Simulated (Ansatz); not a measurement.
Relaxation of Zn9S10

Theory: DFT PBE, scalar-relativistic, plane waves, PAW (Ansatz 0.2.0). (420 eV cutoff, 2×2×2 k-mesh, Gaussian smearing of 0.02 eV, no spin polarisation)

What was changed: S interstitial, charge +0, atoms relaxed.

In a supercell of 19 atoms the defect feels its periodic images.

Spin polarisation was left out.

Command:

```bash
ansatz run input.yaml --threads 4 --pin off --max-ram 10240MiB --backend cpu --events-out ev --progress --plain --runs-dir out
```

Input:

```yaml
crystal:
  lattice:
    - [0.0, -6.6618213655, 0.0]
    - [5.769306538, -3.3309106827, 0.0]
    - [0.0, -2.2206071218, 9.4492875734]
  atoms:
    - { symbol: Zn, position: [0.6667007607, 0.6666666667, 0.999897718] }
    - { symbol: Zn, position: [0.3333674273, 0.3333333333, 0.999897718] }
    - { symbol: Zn, position: [3.4094e-05, 0.0, 0.999897718] }
    - { symbol: Zn, position: [0.4444128207, 0.6666666667, 0.6667615378] }
    - { symbol: Zn, position: [0.1110794874, 0.3333333333, 0.6667615378] }
    - { symbol: Zn, position: [0.7777461541, 1.0, 0.6667615378] }
    - { symbol: Zn, position: [0.2221345777, 0.6666666667, 0.3335962668] }
    - { symbol: Zn, position: [0.8888012444, 0.3333333333, 0.3335962668] }
    - { symbol: Zn, position: [0.5554679111, 1.0, 0.3335962668] }
    - { symbol: S, position: [0.5833715598, 0.6666666667, 0.2498853205] }
    - { symbol: S, position: [0.2500382265, 0.3333333333, 0.2498853205] }
    - { symbol: S, position: [0.9167048932, 0.0, 0.2498853205] }
    - { symbol: S, position: [0.1388135693, 0.6666666667, 0.583559292] }
    - { symbol: S, position: [0.805480236, 0.3333333333, 0.583559292] }
    - { symbol: S, position: [0.4721469027, 1.0, 0.583559292] }
    - { symbol: S, position: [0.3612407117, 0.6666666667, 0.9162778649] }
    - { symbol: S, position: [0.0279073784, 0.3333333333, 0.9162778649] }
    - { symbol: S, position: [0.694574045, 0.0, 0.9162778649] }
    - { symbol: S, position: [0.3305483319, -0.0236254427, 0.1178801951] }
basis:
  ecutwfc: 420
  xc_grid: 2
kpoints:
  mp_grid: { grid: [2, 2, 2], shift: [0.0, 0.0, 0.0] }
hamiltonian:
  xc: pbe
scf:
  occupations: { method: gaussian, width: 0.02 }
output:
  forces: true
  stress: false
  eigenvalues: true
  write_density: true
  write_potential: true
  elf: true
  volumetric_format: npy
relax:
  adjacent_minimum: "off"
  f_tol: 0.02
  max_steps: 60
```

F is the free energy.

Steps:

```csv
step,F − F(1) (eV),largest force component (eV/Å)
1,0.0000,1.439
2,-0.7680,0.716
3,-0.9743,0.584
4,-1.2740,0.974
5,-1.4654,1.156
6,-1.8890,0.629
7,-2.0987,0.769
8,-2.2969,0.288
9,-2.4189,0.530
10,-2.5387,0.595
11,-2.6798,0.444
12,-2.8068,0.316
13,-2.8284,0.044
14,-2.8284,0.044
15,-2.8283,0.034
16,-2.8293,0.007
```

Relaxed structure:

```cif
data_structure
_symmetry_space_group_name_H-M 'P 1'
_symmetry_Int_Tables_number 1
_cell_length_a 6.6618
_cell_length_b 6.6618
_cell_length_c 9.7067
_cell_angle_alpha 83.432
_cell_angle_beta 76.775
_cell_angle_gamma 60.000
_cell_volume 363.17
loop_
_atom_site_label
_atom_site_type_symbol
_atom_site_fract_x
_atom_site_fract_y
_atom_site_fract_z
_atom_site_occupancy
Zn1 Zn 0.66334 0.66940 0.95475 1
Zn2 Zn 0.33585 0.34253 0.98890 1
Zn3 Zn 0.00073 0.00494 0.98674 1
Zn4 Zn 0.44361 0.68172 0.62669 1
Zn5 Zn 0.10306 0.35734 0.67107 1
Zn6 Zn 0.77933 0.01286 0.66839 1
Zn7 Zn 0.14080 0.68469 0.32345 1
Zn8 Zn 0.92228 0.29944 0.34220 1
Zn9 Zn 0.53534 0.06429 0.35428 1
S1 S 0.62297 0.68006 0.33572 1
S2 S 0.24824 0.32939 0.23855 1
S3 S 0.88137 0.04014 0.23675 1
S4 S 0.12016 0.68341 0.56679 1
S5 S 0.81472 0.33485 0.58873 1
S6 S 0.46072 0.03283 0.59669 1
S7 S 0.34663 0.67428 0.88382 1
S8 S 0.02466 0.34137 0.91514 1
S9 S 0.69243 0.00713 0.91108 1
S10 S 0.44434 0.73570 0.17807 1
```

The run converged. It took 85 s on 4 threads of Oxide Virtual Turin-like Processor (Zen 5), on a shared host, peak memory 1.2 GiB.